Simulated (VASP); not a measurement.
# As in VASP: relaxation of the atoms with PBE+D3

Aim: the relaxation of the atoms of As with PBE+D3.

Program: VASP 6.6.1. These are calculated values, not measurements. Logs are shortened: lines on timing, memory, paths and dates and some standing lists are left out, and cuts for length are marked.

### 1 The undisturbed slab

The cell holds a slab with vacuum, 8 atoms: a = 3.650 Å, b = 4.470 Å, c = 22.920 Å, α = 90.00°, β = 90.00°, γ = 90.00°.

The slab is cut from a database's or a generator's crystal, which needn't be the stable form of the element.

### 2 Relaxation of the atoms, PBE+D3 (the (0 1 0) slab of As, cut from the database cell, not relaxed)

File INCAR:

```
ALGO = Normal ; DIPOL = 0.5 0.5 0.500
EDIFF = 1E-6 ; EDIFFG = -0.005
ENCUT = 520 ; GGA = PE
IBRION = 2 ; IDIPOL = 3
ISIF = 2 ; ISMEAR = 0
IVDW = 11 ; LASPH = T
LCHARG = F ; LDIPOL = T
LREAL = F ; LWAVE = F
NELM = 100 ; NSW = 60
PREC = Accurate ; SIGMA = 0.05
```

File KPOINTS:

```
k-points
0
Gamma
  7 6 1
```

File POSCAR:

```
As
1.0
    3.6500000000      0.0000000000      0.0000000000
    0.0000000000      4.4700000000      0.0000000000
    0.0000000000      0.0000000000     22.9200000000
As
8
Selective dynamics
Direct
    0.5000000000      0.9400000000      0.3272251309  F F F
    0.0000000000      0.5600000000      0.3272251309  F F F
    0.5000000000      0.0600000000      0.4328097731  F F F
    0.0000000000      0.4400000000      0.4328097731  F F F
    0.0000000000      0.9400000000      0.5671902269  T T T
    0.5000000000      0.5600000000      0.5671902269  T T T
    0.0000000000      0.0600000000      0.6727748691  T T T
    0.5000000000      0.4400000000      0.6727748691  T T T
```

Potentials or basis: VASP PAW PBE potentials, release 64 (As).

Run with:

```console
$ cat potpaw_PBE.64/As/POTCAR > POTCAR
$ mpirun -np 1 vasp_std > vasp.out
```

OUTCAR:

```text
EDIFF = 1E-6
   EDIFFG = -0.005
   ENCUT = 520
   GGA = PE
   IBRION = 2
   ISIF = 2
   ISMEAR = 0
   IVDW = 11
   LASPH = T
   LREAL = F
   NELM = 100
   NSW = 60
   PREC = Accurate
 IVDW          = 11

 ion  position               nearest neighbor table
   1  0.500  0.940  0.327-   3 2.48   2 2.49   2 2.49
   2  0.000  0.560  0.327-   4 2.48   1 2.49   1 2.49
   3  0.500  0.060  0.433-   1 2.48   4 2.49   4 2.49
   4  0.000  0.440  0.433-   2 2.48   3 2.49   3 2.49
   5  0.000  0.940  0.567-   7 2.48   6 2.49   6 2.49
   6  0.500  0.560  0.567-   8 2.48   5 2.49   5 2.49
   7  0.000  0.060  0.673-   5 2.48   8 2.49   8 2.49
   8  0.500  0.440  0.673-   6 2.48   7 2.49   7 2.49

  LATTYP: Found a simple orthorhombic cell.
 ALAT       =     3.6500000000
 B/A-ratio  =     1.2246575342
 C/A-ratio  =     6.2794520548

  Lattice vectors:

 A1 = (   3.6500000000,   0.0000000000,   0.0000000000)
 A2 = (   0.0000000000,   4.4700000000,   0.0000000000)
 A3 = (   0.0000000000,   0.0000000000,  22.9200000000)

Analysis of symmetry for initial positions (statically):
=====================================================================
 Subroutine PRICEL returns:
 Original cell was already a primitive cell.

 Routine SETGRP: Setting up the symmetry group for a
 simple orthorhombic supercell.

 Subroutine GETGRP returns: Found  8 space group operations
 (whereof  2 operations were pure point group operations)
 out of a pool of  8 trial point group operations.

The static configuration has the point symmetry C_1h.
 The point group associated with its full space group is D_2h.

Analysis of symmetry for dynamics (positions and initial velocities):
=====================================================================
 Subroutine PRICEL returns:
 Original cell was already a primitive cell.

 Routine SETGRP: Setting up the symmetry group for a
 simple orthorhombic supercell.

 Subroutine GETGRP returns: Found  8 space group operations
 (whereof  2 operations were pure point group operations)
 out of a pool of  8 trial point group operations.

The dynamic configuration has the point symmetry C_1h.
 The point group associated with its full space group is D_2h.

Analysis of constrained symmetry for selective dynamics:
=====================================================================
 Subroutine PRICEL returns:
 Original cell was already a primitive cell.

 Routine SETGRP: Setting up the symmetry group for a
 simple orthorhombic supercell.

 Subroutine GETGRP returns: Found  4 space group operations
 (whereof  2 operations were pure point group operations)
 out of a pool of  8 trial point group operations.

The constrained configuration has the point symmetry C_1h.
 The point group associated with its full space group is C_2v.

 Subroutine INISYM returns: Found  4 space group operations
 (whereof  2 operations are pure point group operations),
 and found     1 'primitive' translations

----------------------------------------------------------------------------------------

                                     Primitive cell

  volume of cell :     373.9513

  direct lattice vectors                    reciprocal lattice vectors
     3.650000000  0.000000000  0.000000000     0.273972603  0.000000000  0.000000000
     0.000000000  4.470000000  0.000000000     0.000000000  0.223713647  0.000000000
     0.000000000  0.000000000 22.920000000     0.000000000  0.000000000  0.043630017

  length of vectors
     3.650000000  4.470000000 22.920000000     0.273972603  0.223713647  0.043630017

  position of ions in fractional coordinates (direct lattice)
     0.500000000  0.940000000  0.327225131
     0.000000000  0.560000000  0.327225131
     0.500000000  0.060000000  0.432809773
     0.000000000  0.440000000  0.432809773
     0.000000000  0.940000000  0.567190227
     0.500000000  0.560000000  0.567190227
     0.000000000  0.060000000  0.672774869
     0.500000000  0.440000000  0.672774869

  ion indices of the primitive-cell ions
   primitive index   ion index
                 1           1
                 2           2
[... 35 lines left out ...]
  0.000000  0.000000  0.000000      1.000000
  0.142857  0.000000  0.000000      2.000000
  0.285714  0.000000  0.000000      2.000000
  0.428571  0.000000  0.000000      2.000000
  0.000000  0.166667  0.000000      2.000000
  0.142857  0.166667  0.000000      4.000000
[... 8 lines left out ...]
  0.285714  0.500000  0.000000      2.000000
  0.428571  0.500000  0.000000      2.000000
   k-points           NKPTS =     16   k-points in BZ     NKDIM =     16   number of bands    NBANDS=     25
   number of dos      NEDOS =    301   number of ions     NIONS =      8
   total plane-waves  NPLWV = 181440
   dimension x,y,z NGX =    28 NGY =   36 NGZ =  180
   dimension x,y,z NGXF=    56 NGYF=   72 NGZF=  360
   ions per type =               8
   NGX,Y,Z   is equivalent  to a cutoff of  12.75, 13.39, 13.06 a.u.
   NGXF,Y,Z  is equivalent  to a cutoff of  25.51, 26.78, 26.11 a.u.
 SYSTEM =  unknown system
   PREC   = accura    normal or accurate (medium, high low for compatibility)
   ISTART =      0    job   : 0-new  1-cont  2-samecut
   ICHARG =      2    charge: 1-file 2-atom 10-const
   ISPIN  =      1    spin polarized calculation?
   LNONCOLLINEAR =      F non collinear calculations
   LSORBIT =      F    spin-orbit coupling
   LASPH  =      T    aspherical Exc in radial PAW
   ENCUT  =  520.0 eV  38.22 Ry    6.18 a.u.   6.79  8.31 42.62*2*pi/ulx,y,z
   NELM   =    100;   NELMIN=  2; NELMDL= -5     # of ELM steps
   EDIFF  = 0.1E-05   stopping-criterion for ELM
   LREAL  =      F    real-space projection
   EDIFFG = -.5E-02   stopping-criterion for IOM
   NSW    =     60    number of steps for IOM
   IBRION =      2    ionic relax: 0-MD 1-quasi-New 2-CG
   NFREE  =      1    steps in history (QN), initial steepest desc. (CG)
   ISIF   =      2    stress and relaxation
   ISYM   =      2    0-nonsym 1-usesym 2-fastsym
   POTIM  = 0.5000    time-step for ionic-motion
   TEBEG  =    0.0;   TEEND  =   0.0 temperature during run
   PSTRESS=    0.0 pullay stress
   NELECT =      40.0000    total number of electrons
   NUPDOWN=      -1.0000    fix difference up-down
   EMIN   =  10.00;   EMAX   =-10.00  energy-range for DOS
   EFERMI =   0.00;   METHOD = LEGACY
   ISMEAR =     0;   SIGMA  =   0.05  broadening in eV -4-tet -1-fermi 0-gaus
   EFERMI_NEDOS =   21; number of points for ismear=-14 and -15
   IALGO  =     38    algorithm
   IMIX   =      4    mixing-type and parameters
     AMIX     =   0.40;   BMIX     =  1.00
     AMIX_MAG =   1.60;   BMIX_MAG =  1.00
  volume/ion in A,a.u.               =      46.74       315.44
  Fermi-wavevector in a.u.,A,eV,Ry     =   0.777123  1.468550  8.216835  0.603920
  Thomas-Fermi vector in A             =   1.879744
   LORBIT       =      0    0 simple, 1 ext, 2 COOP (PROOUT), +10 PAW based schemes
   GGA     = PE    functional components
   LHFCALC =     F    Hartree Fock is set to
   AEXX    =    0.0000 exact exchange contribution
   IVDW    =    11    specifies the selected vdW correction
   LEPSILON=     F    determine dielectric tensor
   LRPA    =     F    only Hartree local field effects (RPA)
 conjugate gradient relaxation of ions
 non-spin polarized calculation
 Gauss-broadening in eV      SIGMA  =   0.05
  energy-cutoff  :      520.00
  volume of cell :      373.95
 maximum number of plane-waves:     10108
 NGX is ok and might be reduce to    28
   NGX = 13   NGY = 17   NGZ = 85

--------------------------------------- Ionic step        1  -------------------------------------------

 number of electron      39.9999997 magnetization

 Free energy of the ion-electron system (eV)
  ---------------------------------------------------
  ext. energy  EPLUGINS =         0.00000000
  ---------------------------------------------------
  free energy    TOTEN  =       -37.01085450 eV

  energy without entropy =      -37.01044682  energy(sigma->0) =      -37.01065066

------------------------ aborting loop because EDIFF is reached ----------------------------------------

 Edisp (eV)   -1.33276

 E8    (eV) :    -0.7764
[... 123 lines left out ...]
  FREE ENERGIE OF THE ION-ELECTRON SYSTEM (eV)
  ---------------------------------------------------
  free  energy   TOTEN  =       -38.3457728532 eV

  energy  without entropy=      -38.3449417365  energy(sigma->0) =      -38.34535729

[... ionic steps 4 to 15 ...]

--------------------------------------- Ionic step       16  -------------------------------------------

 number of electron      39.9999997 magnetization

------------------------ aborting loop because EDIFF is reached ----------------------------------------
[... 35 lines left out ...]
  FREE ENERGIE OF THE ION-ELECTRON SYSTEM (eV)
  ---------------------------------------------------
  free  energy   TOTEN  =       -38.3497812159 eV

  energy  without entropy=      -38.3486560767  energy(sigma->0) =      -38.34921865

 dipolmoment           0.000000      0.000000     -0.001077 electrons x Angstroem

--------------------------------------- Ionic step       17  -------------------------------------------

 number of electron      39.9999997 magnetization

------------------------ aborting loop because EDIFF is reached ----------------------------------------
[... 41 lines left out ...]
--------------------------------------- Ionic step       18  -------------------------------------------

 number of electron      39.9999997 magnetization

 dipolmoment           0.000000      0.000000      0.000743 electrons x Angstroem

 Free energy of the ion-electron system (eV)
  ---------------------------------------------------
  ext. energy  EPLUGINS =         0.00000000
  ---------------------------------------------------
  free energy    TOTEN  =       -37.02436683 eV

  energy without entropy =      -37.02319162  energy(sigma->0) =      -37.02377922

 E-fermi :   0.0873     XC(G=0):  -5.1793

 val. band max:        0.0601821191   @ k =   0.0000   0.0000   0.0000
 cond. band min:       0.1106717501   @ k =   0.0000   0.0000   0.0000
 fundamental gap:      0.0504896310
 Fermi energy:         0.0872580956

 k-point     1 :       0.0000    0.0000    0.0000
  band No.  band energies     occupation
      1     -14.5247      2.00000
      2     -14.3577      2.00000
      3     -12.4167      2.00000
      4     -12.0865      2.00000
      5      -9.1877      2.00000
      6      -9.0704      2.00000
[... 437 lines left out ...]
     24       2.6988      0.00000
     25       4.5534      0.00000

------------------------ aborting loop because EDIFF is reached ----------------------------------------

 vacuum level on the upper side and lower side of the slab       (xc-potential included)        -0.002        -0.010

 Edisp (eV)   -1.32568

 E8    (eV) :    -0.7770

  FORCE on cell =-STRESS in cart. coord.  units (eV):
  Direction    XX          YY          ZZ          XY          YZ          ZX
  --------------------------------------------------------------------------------------
  -------------------------------------------------------------------------------------
  Total       3.96780     1.80225     0.66119     0.00000     0.00000     0.00000
  in kB      16.99987     7.72165     2.83282     0.00000     0.00000     0.00000
  external pressure =        9.18 kB  Pullay stress =        0.00 kB
[... 23 lines left out ...]
  FREE ENERGIE OF THE ION-ELECTRON SYSTEM (eV)
  ---------------------------------------------------
  free  energy   TOTEN  =       -38.3500473417 eV

  energy  without entropy=      -38.3488721330  energy(sigma->0) =      -38.34945974

 reached required accuracy - stopping structural energy minimisation

 vacuum level on the upper side and lower side of the slab         4.324         4.316
```

Wall time 17 min (1 thread of Intel Xeon Platinum 8488C (Sapphire Rapids), shared host); peak memory 0.49 GiB.

Results:

```
Free energy                : -38.3500 eV
Energy gained by relaxing  : 0.8 meV/atom
Ionic steps                : 18
Band gap on the k mesh     : 0.05 eV, direct
Dispersion energy per atom : -0.166 eV
```

Step by step:
| step | energy change (eV) | largest force (eV/Å) | pressure (GPa) |
| --- | --- | --- | --- |
| 1 | 0.0000 | 0.1419 | 1.09 |
| 2 | -0.0019 | 0.1466 | 1.03 |
| 3 | -0.0022 | 0.1497 | 1.00 |
| 4 | -0.0022 | 0.1495 | 1.00 |
| 5 | -0.0023 | 0.1495 | 0.99 |
| 6 | -0.0025 | 0.1491 | 0.97 |
| 7 | -0.0024 | 0.1485 | 0.93 |
| 8 | -0.0026 | 0.1490 | 0.96 |
| 9 | -0.0026 | 0.1490 | 0.96 |
| 10 | -0.0028 | 0.1488 | 0.96 |
| 11 | -0.0031 | 0.1485 | 0.95 |
| 12 | -0.0037 | 0.1480 | 0.95 |
| 13 | -0.0046 | 0.1471 | 0.94 |
| 14 | -0.0058 | 0.1453 | 0.92 |
| 15 | -0.0056 | 0.1523 | 0.89 |
| 16 | -0.0062 | 0.1439 | 0.91 |
| 17 | -0.0058 | 0.1489 | 0.93 |
| 18 | -0.0064 | 0.1444 | 0.92 |

Final structure:
```
As
1.0
     3.65000    0.00000    0.00000
     0.00000    4.47000    0.00000
     0.00000    0.00000   22.92000
As
8
Direct
  0.50000 0.94000 0.32723
  0.00000 0.56000 0.32723
  0.50000 0.06000 0.43281
  0.00000 0.44000 0.43281
  0.00000 0.93991 0.57114
  0.50000 0.56009 0.57114
  0.00000 0.06012 0.67760
  0.50000 0.43988 0.67760
```

Levels at points of the mesh, in eV from the valence-band top:
```tsv
k point	band 18	band 19	band 20	band 21	band 22	band 23
(0.00, 0.00, 0.00)	-1.34	-0.56	0.00	0.05	1.30	1.96
(0.00, 0.50, 0.00)	-0.81	-0.58	-0.57	1.28	1.28	1.49
```
